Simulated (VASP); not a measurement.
# KMgF3 (Pm-3m) in VASP: notebook

One crystal, KMgF3, is run at these levels: PBEsol, PBE+D3(BJ); tasks: relaxation of the atoms, relaxation of cell and atoms.

All numbers are computed with VASP 6.6.1; they aren't measurements. Logs are shortened: lines on timing, memory, paths and dates and some standing lists are left out, and cuts for length are marked.

## (1) The crystal as given

It takes space group Pm-3m (No. 221, cubic). The conventional cell has a = 3.983 Å, b = 3.983 Å, c = 3.983 Å, α = 90.00°, β = 90.00°, γ = 90.00°. K (site symmetry m-3m) has 12 F at 2.82 Å as nearest neighbours. Mg (site symmetry m-3m) is surrounded by 6 F at 1.99 Å. F (site symmetry 4/mmm) is surrounded by 2 Mg at 1.99 Å.

## (2) Relaxation of the atoms, PBEsol

Input file INCAR:

```
ALGO     = Normal         # electronic algorithm
EDIFF    = 1E-7           # SCF threshold, eV
EDIFFG   = -0.01          # ionic threshold
ENCUT    = 600            # plane-wave cutoff, eV
GGA      = PS             # functional
IBRION   = 2              # ionic algorithm
ISIF     = 2              # what is computed and relaxed
ISMEAR   = 0              # smearing method
LASPH    = T              # aspherical terms in the spheres
LCHARG   = F              # write CHGCAR
LREAL    = F              # projectors in reciprocal space
LWAVE    = F              # write WAVECAR
NELM     = 80             # most SCF steps
NSW      = 40             # ionic steps
PREC     = Accurate       # precision mode
SIGMA    = 0.03           # smearing width, eV
```

Input file KPOINTS:

```
k-points
0
Gamma
  8 8 8
```

Input file POSCAR:

```
KMgF3                                   
1.0
    3.9833601291      0.0000000000      0.0000000000
    0.0000000000      3.9833601291      0.0000000000
    0.0000000000      0.0000000000      3.9833601291
  K               Mg              F             
     1     1     3
Direct
     0.5000000000000000    0.5000000000000000    0.5000000000000000
     0.0000000000000000    0.0000000000000000    0.0000000000000000
     0.5000000000000000    0.0000000000000000    0.0000000000000000
     0.0000000000000000    0.5000000000000000    0.0000000000000000
     0.0000000000000000    0.0000000000000000    0.5000000000000000
```

Potentials or basis: VASP PAW PBE potentials, release 64 (K_sv, Mg, F).

Command:

```sh
cat potpaw_PBE.64/K_sv/POTCAR potpaw_PBE.64/Mg/POTCAR potpaw_PBE.64/F/POTCAR > POTCAR
mpirun -np 1 vasp_std > vasp.out
```

OUTCAR:

```text
EDIFF = 1E-7
   EDIFFG = -0.01
   ENCUT = 600
   GGA = PS
   IBRION = 2
   ISIF = 2
   ISMEAR = 0
   LASPH = T
   LREAL = F
   NELM = 80
   NSW = 40
   PREC = Accurate

 ion  position               nearest neighbor table
   1  0.500  0.500  0.500-   3 2.82   4 2.82   5 2.82   3 2.82   4 2.82   3 2.82   5 2.82   3 2.82
                             4 2.82   5 2.82   4 2.82   5 2.82   2 3.45   2 3.45   2 3.45   2 3.45
   2  0.000  0.000  0.000-   3 1.99   4 1.99   5 1.99   5 1.99   4 1.99   3 1.99   1 3.45   1 3.45
                             1 3.45   1 3.45   1 3.45   1 3.45   1 3.45   1 3.45
   3  0.500  0.000  0.000-   2 1.99   2 1.99   1 2.82   1 2.82   1 2.82   1 2.82
   4  0.000  0.500  0.000-   2 1.99   2 1.99   1 2.82   1 2.82   1 2.82   1 2.82
   5  0.000  0.000  0.500-   2 1.99   2 1.99   1 2.82   1 2.82   1 2.82   1 2.82

  LATTYP: Found a simple cubic cell.
 ALAT       =     3.9833601291

  Lattice vectors:

 A1 = (   3.9833601291,   0.0000000000,   0.0000000000)
 A2 = (   0.0000000000,   3.9833601291,   0.0000000000)
 A3 = (   0.0000000000,   0.0000000000,   3.9833601291)

Analysis of symmetry for initial positions (statically):
=====================================================================
 Subroutine PRICEL returns:
 Original cell was already a primitive cell.

 Routine SETGRP: Setting up the symmetry group for a
 simple cubic supercell.

 Subroutine GETGRP returns: Found 48 space group operations
 (whereof 48 operations were pure point group operations)
 out of a pool of 48 trial point group operations.

The static configuration has the point symmetry O_h .

Analysis of symmetry for dynamics (positions and initial velocities):
=====================================================================
 Subroutine PRICEL returns:
 Original cell was already a primitive cell.

 Routine SETGRP: Setting up the symmetry group for a
 simple cubic supercell.

 Subroutine GETGRP returns: Found 48 space group operations
 (whereof 48 operations were pure point group operations)
 out of a pool of 48 trial point group operations.

The dynamic configuration has the point symmetry O_h .

 Subroutine INISYM returns: Found 48 space group operations
 (whereof 48 operations are pure point group operations),
 and found     1 'primitive' translations

----------------------------------------------------------------------------------------

                                     Primitive cell

  volume of cell :      63.2046

  direct lattice vectors                    reciprocal lattice vectors
     3.983360129  0.000000000  0.000000000     0.251044336  0.000000000  0.000000000
     0.000000000  3.983360129  0.000000000     0.000000000  0.251044336  0.000000000
     0.000000000  0.000000000  3.983360129     0.000000000  0.000000000  0.251044336

  length of vectors
     3.983360129  3.983360129  3.983360129     0.251044336  0.251044336  0.251044336

  position of ions in fractional coordinates (direct lattice)
     0.500000000  0.500000000  0.500000000
     0.000000000  0.000000000  0.000000000
     0.500000000  0.000000000  0.000000000
     0.000000000  0.500000000  0.000000000
     0.000000000  0.000000000  0.500000000

  ion indices of the primitive-cell ions
   primitive index   ion index
                 1           1
                 2           2
                 3           3
                 4           4
                 5           5

----------------------------------------------------------------------------------------

 KPOINTS: k-points

Automatic generation of k-mesh.
 Grid dimensions read from file:
 generate k-points for:    8    8    8

 Generating k-lattice:

  Cartesian coordinates                     Fractional coordinates (reciprocal lattice)
     0.031380542  0.000000000  0.000000000     0.125000000  0.000000000  0.000000000
     0.000000000  0.031380542  0.000000000     0.000000000  0.125000000  0.000000000
     0.000000000  0.000000000  0.031380542     0.000000000  0.000000000  0.125000000

  Length of vectors
     0.031380542  0.031380542  0.031380542

  Shift w.r.t. Gamma in fractional coordinates (k-lattice)
     0.000000000  0.000000000  0.000000000

 Subroutine IBZKPT returns following result:
 ===========================================

 Found     35 irreducible k-points:

 Following reciprocal coordinates:
            Coordinates               Weight
  0.000000  0.000000  0.000000      1.000000
  0.125000  0.000000  0.000000      6.000000
  0.250000  0.000000  0.000000      6.000000
  0.375000  0.000000  0.000000      6.000000
  0.500000  0.000000  0.000000      3.000000
  0.125000  0.125000  0.000000     12.000000
[... 16 lines left out ...]
  0.375000  0.375000  0.125000     24.000000
  0.500000  0.375000  0.125000     24.000000
 [... further k-points ...]
   k-points           NKPTS =     35   k-points in BZ     NKDIM =     35   number of bands    NBANDS=     20
   number of dos      NEDOS =    301   number of ions     NIONS =      5
   total plane-waves  NPLWV =  32768
   dimension x,y,z NGX =    32 NGY =   32 NGZ =   32
   dimension x,y,z NGXF=    64 NGYF=   64 NGZF=   64
   ions per type =               1   1   3
   NGX,Y,Z   is equivalent  to a cutoff of  13.36, 13.36, 13.36 a.u.
   NGXF,Y,Z  is equivalent  to a cutoff of  26.71, 26.71, 26.71 a.u.
 SYSTEM =  unknown system
   PREC   = accura    normal or accurate (medium, high low for compatibility)
   ISTART =      0    job   : 0-new  1-cont  2-samecut
   ICHARG =      2    charge: 1-file 2-atom 10-const
   ISPIN  =      1    spin polarized calculation?
   LNONCOLLINEAR =      F non collinear calculations
   LSORBIT =      F    spin-orbit coupling
   LASPH  =      T    aspherical Exc in radial PAW
   ENCUT  =  600.0 eV  44.10 Ry    6.64 a.u.   7.96  7.96  7.96*2*pi/ulx,y,z
   NELM   =     80;   NELMIN=  2; NELMDL= -5     # of ELM steps
   EDIFF  = 0.1E-06   stopping-criterion for ELM
   LREAL  =      F    real-space projection
   EDIFFG = -.1E-01   stopping-criterion for IOM
   NSW    =     40    number of steps for IOM
   IBRION =      2    ionic relax: 0-MD 1-quasi-New 2-CG
   NFREE  =      1    steps in history (QN), initial steepest desc. (CG)
   ISIF   =      2    stress and relaxation
   ISYM   =      2    0-nonsym 1-usesym 2-fastsym
   POTIM  = 0.5000    time-step for ionic-motion
   TEBEG  =    0.0;   TEEND  =   0.0 temperature during run
   PSTRESS=    0.0 pullay stress
   NELECT =      32.0000    total number of electrons
   NUPDOWN=      -1.0000    fix difference up-down
   EMIN   =  10.00;   EMAX   =-10.00  energy-range for DOS
   EFERMI =   0.00;   METHOD = LEGACY
   ISMEAR =     0;   SIGMA  =   0.03  broadening in eV -4-tet -1-fermi 0-gaus
   EFERMI_NEDOS =   21; number of points for ismear=-14 and -15
   IALGO  =     38    algorithm
   IMIX   =      4    mixing-type and parameters
     AMIX     =   0.40;   BMIX     =  1.00
     AMIX_MAG =   1.60;   BMIX_MAG =  1.00
  volume/ion in A,a.u.               =      12.64        85.31
  Fermi-wavevector in a.u.,A,eV,Ry     =   1.304794  2.465703 23.163744  1.702487
  Thomas-Fermi vector in A             =   2.435706
   LORBIT       =      0    0 simple, 1 ext, 2 COOP (PROOUT), +10 PAW based schemes
   GGA     = PS    functional components
   LHFCALC =     F    Hartree Fock is set to
   AEXX    =    0.0000 exact exchange contribution
   IVDW    =     0    specifies the selected vdW correction
   LEPSILON=     F    determine dielectric tensor
   LRPA    =     F    only Hartree local field effects (RPA)
 conjugate gradient relaxation of ions
 non-spin polarized calculation
 Gauss-broadening in eV      SIGMA  =   0.03
  energy-cutoff  :      600.00
  volume of cell :       63.20
 maximum number of plane-waves:      2176
 NGX is ok and might be reduce to    32
   NGX = 15   NGY = 15   NGZ = 15

 number of electron      32.0000008 magnetization

 Free energy of the ion-electron system (eV)
  ---------------------------------------------------
  ext. energy  EPLUGINS =         0.00000000
  ---------------------------------------------------
  free energy    TOTEN  =       -25.26999222 eV

  energy without entropy =      -25.26999222  energy(sigma->0) =      -25.26999222

 E-fermi :  -1.5706     XC(G=0):  -9.9542

 val. band max:       -1.7001438746   @ k =   0.5000   0.5000   0.5000
 cond. band min:       5.4389929673   @ k =   0.0000   0.0000   0.0000
 fundamental gap:      7.1391368419
 Fermi energy:        -1.5706064656

 k-point     1 :       0.0000    0.0000    0.0000
  band No.  band energies     occupation
      1     -27.1704      2.00000
      2     -21.7168      2.00000
      3     -21.0437      2.00000
      4     -21.0437      2.00000
      5     -10.7358      2.00000
      6     -10.7358      2.00000
[... 12 lines left out ...]
     19       8.2464      0.00000
     20      10.4435      0.00000

 k-point     2 :       0.1250    0.0000    0.0000
  band No.  band energies     occupation
      1     -27.1660      2.00000
      2     -21.6992      2.00000
      3     -21.0658      2.00000
      4     -21.0424      2.00000
      5     -10.7332      2.00000
      6     -10.7272      2.00000
[... 12 lines left out ...]
     19       8.4177      0.00000
     20      10.5306      0.00000

 k-point     3 :       0.2500    0.0000    0.0000
  band No.  band energies     occupation
      1     -27.1553      2.00000
      2     -21.6515      2.00000
      3     -21.1245      2.00000
      4     -21.0393      2.00000
      5     -10.7270      2.00000
      6     -10.7062      2.00000
[... 12 lines left out ...]
     19       8.8159      0.00000
     20      10.7420      0.00000

 k-point     4 :       0.3750    0.0000    0.0000
  band No.  band energies     occupation
      1     -27.1445      2.00000
      2     -21.5916      2.00000
      3     -21.1953      2.00000
      4     -21.0362      2.00000
      5     -10.7209      2.00000
      6     -10.6849      2.00000
[... 429 lines left out ...]
 k-point    23 :       0.3750    0.3750    0.1250
  band No.  band energies     occupation
      1     -27.1226      2.00000
      2     -21.4142      2.00000
      3     -21.2208      2.00000
      4     -21.1553      2.00000
      5     -10.8147      2.00000
      6     -10.7867      2.00000
[... 12 lines left out ...]
     19      10.0178      0.00000
     20      10.4142      0.00000

 k-point    24 :       0.5000    0.3750    0.1250
  band No.  band energies     occupation
      1     -27.1194      2.00000
      2     -21.3629      2.00000
      3     -21.2481      2.00000
      4     -21.1743      2.00000
      5     -10.8168      2.00000
      6     -10.8111      2.00000
[... 12 lines left out ...]
     19      10.1171      0.00000
     20      10.2965      0.00000

 [... further k-points ...]

------------------------ aborting loop because EDIFF is reached ----------------------------------------

  FORCE on cell =-STRESS in cart. coord.  units (eV):
  Direction    XX          YY          ZZ          XY          YZ          ZX
  --------------------------------------------------------------------------------------
  -------------------------------------------------------------------------------------
  Total       -0.0089764     -0.0089764     -0.0089764      0.0000000     -0.0000000      0.0000000
  in kB       -0.2275441     -0.2275441     -0.2275441      0.0000000     -0.0000000      0.0000000
  external PRESSURE =      -0.2275441 kB  Pullay stress =       0.0000000 kB

 VOLUME and BASIS-vectors are now :
 -----------------------------------------------------------------------------
  energy-cutoff  :      600.00
  volume of cell :       63.20
      direct lattice vectors                 reciprocal lattice vectors
     3.983360129  0.000000000  0.000000000     0.251044336  0.000000000  0.000000000
     0.000000000  3.983360129  0.000000000     0.000000000  0.251044336  0.000000000
     0.000000000  0.000000000  3.983360129     0.000000000  0.000000000  0.251044336

 POSITION                                       TOTAL-FORCE (eV/Angst)
 -----------------------------------------------------------------------------------
      1.99168      1.99168      1.99168         0.000000      0.000000      0.000000
      0.00000      0.00000      0.00000         0.000000      0.000000      0.000000
      1.99168      0.00000      0.00000         0.000000      0.000000      0.000000
      0.00000      1.99168      0.00000         0.000000      0.000000      0.000000
      0.00000      0.00000      1.99168         0.000000      0.000000      0.000000
 -----------------------------------------------------------------------------------
    total drift:                                0.000000      0.000000     -0.000000

  FREE ENERGIE OF THE ION-ELECTRON SYSTEM (eV)
  ---------------------------------------------------
  free  energy   TOTEN  =       -25.2699922180 eV

  energy  without entropy=      -25.2699922180  energy(sigma->0) =      -25.26999222

 reached required accuracy - stopping structural energy minimisation
```

Wall time 16 s (1 thread of Intel Xeon 6975P-C (Granite Rapids), shared host); peak memory 0.2 GiB.

What came out:

```
Free energy             : -25.2700 eV
Pressure after relaxing : 0.0 GPa
Band gap on the k mesh  : 7.14 eV, indirect (least direct gap 7.46 eV)
```

Final structure:
```
CELL_PARAMETERS angstrom
3.98336 0.00000 0.00000
0.00000 3.98336 0.00000
0.00000 0.00000 3.98336
ATOMIC_POSITIONS crystal
K 0.50000 0.50000 0.50000
Mg 0.00000 0.00000 0.00000
F 0.50000 0.00000 0.00000
F 0.00000 0.50000 0.00000
F 0.00000 0.00000 0.50000
```

Caveat: the relaxation stopped at its first step, so nothing moved; the PAW data sets were made with another functional, which shifts forces and pressure a little. PBEsol gaps usually lie below the measured ones, often by a third to a half.

[end of part 1 of 3]
